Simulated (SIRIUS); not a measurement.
Ge, 2 atoms in the cell. The typed cell holds 2 atoms: a = 4.001 Å, b = 4.001 Å, c = 4.001 Å, α = 60.00°, β = 60.00°, γ = 60.00°.  The cell isn't the ideal one: atoms moved at random, drawn with an rms of 0.05 Å.

* Program: SIRIUS 7.10.0
* Task: single point
* Functional: PBE
* Potentials or basis: PseudoDojo 0.4.1 PBE standard (scalar relativistic)
* Cutoff: 1078 eV
* Density cutoff: 4311 eV
* k mesh: 8 × 8 × 8
* Occupations: fermi-dirac, width 0.05 eV
* Spin: no spin polarisation
* Libxc names: ["XC_GGA_X_PBE", "XC_GGA_C_PBE"]
* Energy tol: 1e-08 Ha
* Density tol: 1e-06
* Mixer: anderson
* Mixing beta: 0.7
* Max scf: 100

Potentials or basis: PseudoDojo 0.4.1 PBE standard (scalar relativistic).

Command:

```sh
$ upf_to_json Ge.upf
$ OMP_NUM_THREADS=1 sirius.scf --input=sirius.json --output=out.json --task=0
```

Hardware: 1 thread of Arm Neoverse V2 (shared host).

Question: Estimate the wall time of this run.

Answer: Run time: 8 min on 1 thread of Arm Neoverse V2, with other jobs on the host, peak memory 1.6 GiB. Counts: scf iterations 16, k points 260, plane waves 3695, bands 22.
